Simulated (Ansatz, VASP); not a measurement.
One calculation of In, two programs

```
In
1.0
     0.00000    3.25207    3.25207
     3.25207    0.00000    3.25207
     3.25207    3.25207    0.00000
In
2
Direct
  0.71750 0.92750 0.92750
  0.28250 0.07250 0.07250
```

Change from the starting cell: shortest bond scaled by 0.58, LAPW.

Alike in both runs: task single point; functional PBE; k mesh 8 × 8 × 8; occupations fermi-dirac, width 0.05 eV; no spin polarisation.

```csv
,VASP,Ansatz
version,VASP 6.6.1,Ansatz 0.2.0
potentials or method,"VASP PAW PBE potentials, release 64 (In_d), cutoff 520 eV","all-electron LAPW, scalar-relativistic"
```

|  | VASP | Ansatz | Ansatz less VASP |
| --- | --- | --- | --- |
| pressure (GPa) | 60.7 | 95.1 | +34.39 |
| largest component of the traceless stress (GPa) | 64.29 | 99.32 | +35.030 |
| rms of the force components (eV/Å) | 29.898 | 45.730 | +15.8329 |

Atom by atom the forces differ by 15.833 eV/Å (rms over components). Ansatz ran all-electron here, so the differences hold the error of VASP's frozen core and of both bases.

Caveats: the cell as given lies far from equilibrium; so large a pressure means that the cell lies far from this level's equilibrium, or that cutoff or potentials fall short (VASP); forces of over 1 eV/Å show positions far from the minimum, so gaps and moduli don't describe the material at rest.
